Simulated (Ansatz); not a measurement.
Equation of state of Mg from a dense series

```xyz
2
Lattice="3.2093 0.0000 0.0000 -1.6046 2.7793 0.0000 0.0000 0.0000 5.2103" Properties=species:S:1:pos:R:3 pbc="T T T"
Mg    0.0000    1.8529    1.3026
Mg    1.6046    0.9264    3.9077
```

Atom numbers follow the list: Mg1, Mg2.

The cell is COD entry 9008506, as deposited and not checked against the literature; nothing was relaxed.

Level of theory: DFT, PBE, all-electron LAPW, scalar-relativistic (Ansatz 0.2.0).

Settings: a Γ-centred 12×12×7 k mesh, Fermi–Dirac smearing of 0.08 eV, basis error target 0.5 meV/atom, no spin polarisation.

The cell is scaled evenly. Fractional coordinates are held (clamped ions).

```csv
V (Å³/atom),P (GPa)
21.854,1.91
22.307,1.05
22.772,0.25
23.005,-0.12
23.237,-0.47
23.469,-0.80
23.702,-1.12
24.166,-1.70
24.631,-2.23
```

Q: Fit a third-order Birch–Murnaghan curve to the pressures.

A: P = (3B0/2)(y^(7/2) − y^(5/2))[1 + (3/4)(B0′ − 4)(y − 1)] with y = (V0/V)^(2/3) fits within 0.01 GPa for V0 = 22.928 Å³/atom, B0 = 36.1 GPa and B0′ = 4.13.

Q: Predict the pressure at the withheld volume, 21.843 Å³/atom.

A: There y = 1.0329, so the fit gives 1.93 GPa; the run gave 1.93 GPa.
